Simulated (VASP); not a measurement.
# Ge (Fd-3m) in VASP: relaxation of cell and atoms with rev-vdW-DF2

Aim: the relaxation of cell and atoms of Ge with rev-vdW-DF2.

All numbers are computed with VASP 6.6.1; they aren't measurements. Logs are shortened: lines on timing, memory, paths and dates and some standing lists are left out, and cuts for length are marked.

**1. The crystal as given**

It takes space group Fd-3m (No. 227, cubic). The conventional cell has a = 5.723 Å, b = 5.723 Å, c = 5.723 Å, α = 90.00°, β = 90.00°, γ = 90.00°. Around Ge (site symmetry -43m) lie 4 Ge at 2.48 Å.

**2. Relaxation of cell and atoms, rev-vdW-DF2**

INCAR

```
SYSTEM = Ge
PREC = Accurate ; ENCUT = 600
EDIFF = 1E-7 ; ISMEAR = 0
SIGMA = 0.03 ; LREAL = .False.
LASPH = .True. ; NELM = 80
ALGO = Normal ; ISIF = 3
LWAVE = .False. ; LCHARG = .False.
GGA = MK ; LUSE_VDW = .True.
AGGAC = 0.0 ; PARAM1 = 0.1234
PARAM2 = 0.711357 ; ZAB_VDW = -1.8867
IBRION = 2 ; NSW = 90
EDIFFG = -0.005
```

KPOINTS

```
Automatic mesh
0
Gamma
  10 10 10
  0 0 0
```

POSCAR

```
Ge                                      
1.0
    0.0000000000      2.8613593639      2.8613593639
    2.8613593639      0.0000000000      2.8613593639
    2.8613593639      2.8613593639      0.0000000000
  Ge            
     2
Direct
     0.0000000000000000    0.0000000000000000    0.0000000000000000
     0.2500000000000000    0.2500000000000000    0.2500000000000000
```

Potentials or basis: VASP PAW PBE potentials, release 64 (Ge_d).

Run with:

```
$ cat potpaw_PBE.64/Ge_d/POTCAR > POTCAR
$ mpirun -np 1 vasp_std > vasp.out
```

OUTCAR:

```text
SYSTEM = Ge
   PREC = Accurate
   ENCUT = 600
   EDIFF = 1E-7
   ISMEAR = 0
   LREAL = .False.
   LASPH = .True.
   NELM = 80
   ISIF = 3
   GGA = MK
   IBRION = 2
   NSW = 90
   EDIFFG = -0.005

 ion  position               nearest neighbor table
   1  0.000  0.000  0.000-   2 2.48   2 2.48   2 2.48   2 2.48
   2  0.250  0.250  0.250-   1 2.48   1 2.48   1 2.48   1 2.48

  LATTYP: Found a face centered cubic cell.
 ALAT       =     5.7227187278

  Lattice vectors:

 A1 = (   0.0000000000,   2.8613593639,   2.8613593639)
 A2 = (   2.8613593639,   0.0000000000,   2.8613593639)
 A3 = (   2.8613593639,   2.8613593639,   0.0000000000)

Analysis of symmetry for initial positions (statically):
=====================================================================
 Subroutine PRICEL returns:
 Original cell was already a primitive cell.

 Routine SETGRP: Setting up the symmetry group for a
 face centered cubic supercell.

 Subroutine GETGRP returns: Found 48 space group operations
 (whereof 24 operations were pure point group operations)
 out of a pool of 48 trial point group operations.

The static configuration has the point symmetry T_d .
 The point group associated with its full space group is O_h .

Analysis of symmetry for dynamics (positions and initial velocities):
=====================================================================
 Subroutine PRICEL returns:
 Original cell was already a primitive cell.

 Routine SETGRP: Setting up the symmetry group for a
 face centered cubic supercell.

 Subroutine GETGRP returns: Found 48 space group operations
 (whereof 24 operations were pure point group operations)
 out of a pool of 48 trial point group operations.

The dynamic configuration has the point symmetry T_d .
 The point group associated with its full space group is O_h .

 Subroutine INISYM returns: Found 48 space group operations
 (whereof 24 operations are pure point group operations),
 and found     1 'primitive' translations

----------------------------------------------------------------------------------------

                                     Primitive cell

  volume of cell :      46.8541

  direct lattice vectors                    reciprocal lattice vectors
     0.000000000  2.861359364  2.861359364    -0.174742120  0.174742120  0.174742120
     2.861359364  0.000000000  2.861359364     0.174742120 -0.174742120  0.174742120
     2.861359364  2.861359364  0.000000000     0.174742120  0.174742120 -0.174742120

  length of vectors
     4.046573219  4.046573219  4.046573219     0.302662229  0.302662229  0.302662229

[... 87 lines left out ...]
   ISYM   =      2    0-nonsym 1-usesym 2-fastsym
   POTIM  = 0.5000    time-step for ionic-motion
   TEBEG  =    0.0;   TEEND  =   0.0 temperature during run
   PSTRESS=    0.0 pullay stress
   NELECT =      28.0000    total number of electrons
   NUPDOWN=      -1.0000    fix difference up-down
   EMIN   =  10.00;   EMAX   =-10.00  energy-range for DOS
   EFERMI =   0.00;   METHOD = LEGACY
   ISMEAR =     0;   SIGMA  =   0.03  broadening in eV -4-tet -1-fermi 0-gaus
   EFERMI_NEDOS =   21; number of points for ismear=-14 and -15
   IALGO  =     38    algorithm
   IMIX   =      4    mixing-type and parameters
     AMIX     =   0.40;   BMIX     =  1.00
     AMIX_MAG =   1.60;   BMIX_MAG =  1.00
  volume/ion in A,a.u.               =      23.43       158.09
  Fermi-wavevector in a.u.,A,eV,Ry     =   1.378939  2.605817 25.871114  1.901473
  Thomas-Fermi vector in A             =   2.503955
   LORBIT       =      0    0 simple, 1 ext, 2 COOP (PROOUT), +10 PAW based schemes
   GGA     = MK    functional components
   LHFCALC =     F    Hartree Fock is set to
   AEXX    =    0.0000 exact exchange contribution
   IVDW_NL    =     1    kernel type
   BPARAM     = 6.3000
   IVDW    =     0    specifies the selected vdW correction
   LEPSILON=     F    determine dielectric tensor
   LRPA    =     F    only Hartree local field effects (RPA)
 conjugate gradient relaxation of ions
 non-spin polarized calculation
 Gauss-broadening in eV      SIGMA  =   0.03
  energy-cutoff  :      600.00
  volume of cell :       46.85
 maximum number of plane-waves:      1588
   NGX = 17   NGY = 17   NGZ = 17

--------------------------------------- Ionic step        1  -------------------------------------------

 number of electron      28.0000028 magnetization

 Free energy of the ion-electron system (eV)
  ---------------------------------------------------
  ext. energy  EPLUGINS =         0.00000000
  ---------------------------------------------------
  free energy    TOTEN  =        -3.11264287 eV

  energy without entropy =       -3.11255409  energy(sigma->0) =       -3.11259848

------------------------ aborting loop because EDIFF is reached ----------------------------------------

  FORCE on cell =-STRESS in cart. coord.  units (eV):
  Direction    XX          YY          ZZ          XY          YZ          ZX
  --------------------------------------------------------------------------------------
  -------------------------------------------------------------------------------------
  Total        0.0221569      0.0221569      0.0221569      0.0000000      0.0000000      0.0000000
  in kB        0.7576580      0.7576580      0.7576580      0.0000000      0.0000000      0.0000000
  external PRESSURE =       0.7576580 kB  Pullay stress =       0.0000000 kB
[... 63 lines left out ...]
--------------------------------------- Ionic step        3  -------------------------------------------

 number of electron      28.0000027 magnetization

 Free energy of the ion-electron system (eV)
  ---------------------------------------------------
  ext. energy  EPLUGINS =         0.00000000
  ---------------------------------------------------
  free energy    TOTEN  =        -3.11264947 eV

  energy without entropy =       -3.11255845  energy(sigma->0) =       -3.11260396

 E-fermi :   4.5480     XC(G=0):  -9.8595

 val. band max:        4.3305749285   @ k =   0.1000   0.0000   0.0000
 cond. band min:       4.5501888145   @ k =   0.0000   0.0000   0.0000
 fundamental gap:      0.2196138860
 Fermi energy:         4.5480343216

 k-point     1 :       0.0000    0.0000    0.0000
  band No.  band energies     occupation
      1     -20.2669      2.00000
      2     -20.2669      2.00000
      3     -20.2669      2.00000
      4     -20.2327      2.00000
      5     -20.2327      2.00000
      6     -20.0410      2.00000
[... 481 lines left out ...]
      5     -20.1568      2.00000
      6     -20.1362      2.00000
[... 10 lines left out ...]
     17      11.0343      0.00000
     18      11.5791      0.00000

 [... further k-points ...]
[... 5 lines left out ...]
  --------------------------------------------------------------------------------------
  -------------------------------------------------------------------------------------
  Total        0.0024880      0.0024880      0.0024880      0.0000000     -0.0000000      0.0000000
  in kB        0.0850130      0.0850130      0.0850130      0.0000000     -0.0000000      0.0000000
  external PRESSURE =       0.0850130 kB  Pullay stress =       0.0000000 kB
[... 21 lines left out ...]
  energy  without entropy=       -3.1125584499  energy(sigma->0) =       -3.11260396

Total vdW correction in eV:      4.9371842

 reached required accuracy - stopping structural energy minimisation
```

CONTCAR:

```text
Ge
   1.00000000000000
     0.0000000000000000    2.8620785048385344    2.8620785048385344
     2.8620785048385344    0.0000000000000000    2.8620785048385344
     2.8620785048385344    2.8620785048385344    0.0000000000000000
  Ge
     2
Direct
     0.0000000000000000    0.0000000000000000    0.0000000000000000
     0.2500000000000000    0.2500000000000000    0.2500000000000000

  0.00000000E+00  0.00000000E+00  0.00000000E+00
  0.00000000E+00  0.00000000E+00  0.00000000E+00
```

Wall time 88 s (1 thread of AMD EPYC 9R45 (Zen 5), shared host); peak memory 0.38 GiB.

Results:

```
Free energy                            : -3.1126 eV
Relaxed volume                         : 23.44 Å³/atom
Relaxed cell                           : a = 4.048 Å, b = 4.048 Å, c = 4.048 Å, α = 60.00°, β = 60.00°, γ = 60.00°
Space group after relaxing (to 0.05 Å) : Fd-3m (No. 227)
Energy gained by relaxing              : 0.0 meV/atom
Ionic steps                            : 3
Pressure after relaxing                : 0.0 GPa
Band gap on the k mesh                 : none (metal or under the smearing width)
```

Final structure:
```cif
data_structure
_symmetry_space_group_name_H-M 'P 1'
_symmetry_Int_Tables_number 1
_cell_length_a 4.0476
_cell_length_b 4.0476
_cell_length_c 4.0476
_cell_angle_alpha 60.000
_cell_angle_beta 60.000
_cell_angle_gamma 60.000
_cell_volume 46.89
loop_
_atom_site_label
_atom_site_type_symbol
_atom_site_fract_x
_atom_site_fract_y
_atom_site_fract_z
_atom_site_occupancy
Ge1 Ge 0.00000 0.00000 0.00000 1
Ge2 Ge 0.25000 0.25000 0.25000 1
```

Caveat: the PAW data sets were made with another functional, which shifts forces and pressure a little; this crystal is a semiconductor, whose small gap the functional closes, so the metal is an error of the method.
